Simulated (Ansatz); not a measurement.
# Piezoelectric tensor of MgS

The calculation used DFT PBE, scalar-relativistic, plane waves, PAW (Ansatz). Plane waves to 420 eV; Γ-centred k mesh 8×8×8; fixed occupations. No spin polarisation.

Relaxed structure:
```xyz
2
Lattice="0.0000 2.8486 2.8486 2.8486 0.0000 2.8486 2.8486 2.8486 0.0000" Properties=species:S:1:pos:R:3 pbc="T T T"
Mg    0.0000    0.0000    0.0000
S     1.4243    1.4243    1.4243
```

It was relaxed at this level from a Materials Project cell.

Task: Give the relaxed-ion proper piezoelectric stress tensor e_iJ (C/m², Voigt columns xx yy zz yz xz xy).

Result:
```
x   0.000 0.000 0.000 0.266 0.000 0.000
y   0.000 0.000 0.000 0.000 0.266 0.000
z   0.000 0.000 0.000 0.000 0.000 0.266
```
Signs follow the orientation of the cell as given.

Task: With the elastic constants (GPa, Voigt order)
```
69.7 48.0 48.0  0.0  0.0  0.0
48.0 69.7 48.0  0.0  0.0  0.0
48.0 48.0 69.7  0.0  0.0  0.0
 0.0  0.0  0.0 29.6  0.0  0.0
 0.0  0.0  0.0  0.0 29.6  0.0
 0.0  0.0  0.0  0.0  0.0 29.6
```
find the strain coefficients d = e·C⁻¹ (pC/N).

Result:
```
x   0.0 0.0 0.0 9.0 0.0 0.0
y   0.0 0.0 0.0 0.0 9.0 0.0
z   0.0 0.0 0.0 0.0 0.0 9.0
```
